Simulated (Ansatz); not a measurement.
# CuI (P-3m1): band structure

The task is a band structure, for CuI (P-3m1).

Computed with the Python package of Ansatz 0.2.0. Level of theory: DFT LDA, plane waves, PAW.

**1. The system**

The structure is trigonal, space group P-3m1 (No. 164). Conventional cell: a = 4.129 Å, b = 4.129 Å, c = 7.478 Å, α = 90.00°, β = 90.00°, γ = 120.00°. Cu (site symmetry 3m) has 4 I at 2.58 to 2.68 Å and 3 Cu at 2.74 Å as nearest neighbours. I (site symmetry 3m) has 4 Cu at 2.58 to 2.68 Å as nearest neighbours.

The script holds or builds the structure itself.

**2. Script**

run_bands.py

```python
# -*- coding: utf-8 -*-
"""Bands of CuI along a path through the zone."""

import warnings

import ansatz as az
from ase import Atoms
import matplotlib.pyplot as plt
import numpy as np


def main():
    warnings.simplefilter("ignore", az.DeckWarning)

    atoms = Atoms(
        ["Cu", "Cu", "I", "I"],
        scaled_positions=[
            (2 / 3, 1 / 3, 0.589952),
            (1 / 3, 2 / 3, 0.410048),
            (1 / 3, 2 / 3, 0.754748),
            (2 / 3, 1 / 3, 0.245252),
        ],
        cell=[
            (4.128618, 0.0, 0.0),
            (-2.064309, 3.575488, 0.0),
            (0.0, 0.0, 7.478106),
        ],
        pbc=True,
    )
    system = az.Crystal.from_ase(atoms)

    # high-symmetry points in fractions of the reciprocal vectors
    path = [
        ("G", (0.0, 0.0, 0.0)),
        ("M", (0.5, 0.0, 0.0)),
        ("K", (0.33333, 0.33333, 0.0)),
        ("G", (0.0, 0.0, 0.0)),
        ("A", (0.0, 0.0, 0.5)),
        ("L", (0.5, 0.0, 0.5)),
    ]
    calculation = (
        system.calculation()
        .functional(az.Functional.LDA)
        .basis(16 * az.Ha)
        .kpoints(6, 6, 4)
        .occupations(az.OccupationsMethod.FIXED)
        .band_structure([point for _, point in path], intervals=8)
        .scf(extra_bands=10)
        .potential()
    )
    history = []
    res = calculation.session().plan().execute(on_event=lambda event: history.append(event["data"]["dr2_ev"]) if event["event"] == "scf_iter" else None)
    summary = res.report
    print("density residual by iteration (eV):", " ".join(f"{value:.1e}" for value in history[:40]))

    energy = summary["free_energy_ev"]
    print("F of the CuI cell: {:.6f} eV = {:.6f} Ry = {:.6f} Ha".format(energy, energy / 13.605693, energy / 27.211386))
    print("Fermi level {:.4f} eV, {} k-points, {} symmetry operations".format(summary["fermi_energy_ev"], summary["n_kpoints"], summary["n_symmetry_ops"]))

    v = res.potential()
    line = v.v_es_ev.mean(axis=(0, 1))
    print("planar mean of the electrostatic potential along the third grid axis (eV):")
    print(np.round(line[:: max(len(line) // 12, 1)], 3))

    bands = res.band_structure()
    fermi = bands.fermi_energy_ev
    print(f"zero of the bands: {fermi:.3f} eV, the Fermi level found on the SCF mesh")
    reciprocal = 2 * np.pi * np.linalg.inv(res.lattice.cell_ang).T
    steps = np.linalg.norm(np.diff(bands.kpoints_frac @ reciprocal, axis=0), axis=1)
    distance = np.concatenate([[0], np.cumsum(steps)])
    fig, ax = plt.subplots(figsize=(5, 4))
    for channel, colour in zip(bands.channels, ("C0", "C3")):
        ax.plot(distance, channel.eigenvalues_ev - fermi, colour, lw=1)
    ax.set_xticks(distance[::8], [label for label, _ in path])
    ax.set(ylim=(-8, 8), ylabel="E - E_F (eV)", xlim=(0, distance[-1]))
    ax.grid(axis="x")
    fig.savefig("bands.png", dpi=100)
    first = bands.channels[0].eigenvalues_ev - fermi
    near = np.argsort(np.abs(first.mean(axis=0)))[:4]
    for band in sorted(near):
        print(f"band {band + 1}: {first[:, band].min():.3f} to {first[:, band].max():.3f} eV")


if __name__ == "__main__":
    main()
```

**3. Launch**

On the command line:

```sh
python run_bands.py
```

What it wrote:

```text
density residual by iteration (eV): 7.1e-02 4.8e-02 4.3e-03 1.0e-04 2.2e-05 4.8e-06 3.3e-07 3.6e-08
F of the CuI cell: -27823.500092 eV = -2044.989556 Ry = -1022.494778 Ha
Fermi level 7.5987 eV, 24 k-points, 12 symmetry operations
planar mean of the electrostatic potential along the third grid axis (eV):
[12.211 11.422  7.357  6.219  4.354  1.852  3.658  5.21   2.539  2.324
  5.893  6.115  9.84  12.042]
zero of the bands: 7.599 eV, the Fermi level found on the SCF mesh
band 33: -1.479 to -0.319 eV
band 34: -1.309 to -0.238 eV
band 35: -1.248 to 0.000 eV
band 36: -0.536 to 0.000 eV
```

Wall time 16 s (1 thread of Arm Neoverse V1, shared host); peak memory 0.49 GiB.

**4. The run's own record**

From the engine's report, whether the script printed it or not:

```
                                                                  item         value
                                                     SCF cycles in all             8
                                                       k-points solved            24
                                                           plane waves          2287
                                                                 bands            46
                                                     valence electrons            72
                                                      free energy (eV)  -27823.50009
                                                      Fermi level (eV)         7.599
lowest empty less highest filled level on the mesh, by band count (eV)         1.471
```

**5. Bands along the path**

The run's results hold a band table, bands.tsv.

bands.tsv at the labelled points (eV, zero at the valence-band top; the bands nearest the gap):

```
point  band 33  band 34  band 35  band 36  band 37  band 38  band 39  band 40
    Γ    -0.38    -0.38     0.00     0.00     1.47     2.85     4.70     5.69
    M    -1.32    -1.26    -1.25    -0.19     2.98     3.07     3.75     5.30
    K    -1.48    -1.20    -1.20    -0.54     2.97     4.21     4.21     7.02
    Γ    -0.38    -0.38     0.00     0.00     1.47     2.85     4.70     5.69
    A    -0.32    -0.32    -0.08    -0.08     2.79     2.80     4.68     5.52
    L    -1.38    -1.24    -1.08    -0.33     2.47     2.82     3.54     4.90
```

Highest filled and lowest empty level along the path:

```
distance (1/Å)  highest filled (eV)  lowest empty (eV)
          0.00                 0.00               1.47
          0.44                -0.13               2.65
          0.88                -0.19               2.98
          1.13                -0.42               3.26
          1.39                -0.54               2.97
          1.89                -0.27               3.01
          2.40                 0.00               1.47
          2.61                -0.04               2.12
          2.82                -0.08               2.79
          3.26                -0.26               3.10
          3.70                -0.33               2.47
```

**6. Results**

| quantity | value |
| --- | --- |
| free energy | -27823.5001 eV (-6955.8750 eV/atom) |
| gap on the path | 1.47 eV, direct |
| valence top / conduction bottom | at Γ / at Γ |

Along this path the gap is 1.47 eV and direct, from the valence top at Γ to the conduction bottom at Γ. No spin-orbit coupling was included, so the levels of the heavy atoms aren't split. Reading the output:
- The run is spin-unpolarised.
- The zero of the levels is a convention of the potentials, so an absolute Fermi energy is no work function.
- Without a Hubbard U or exact exchange, semilocal functionals often make such 3d compounds metallic or too weakly gapped.
- The structure comes from a database of computed cells and needn't be a stable or known phase.
- Gaps and levels are Kohn-Sham values on a finite set of k-points, without spin-orbit coupling.
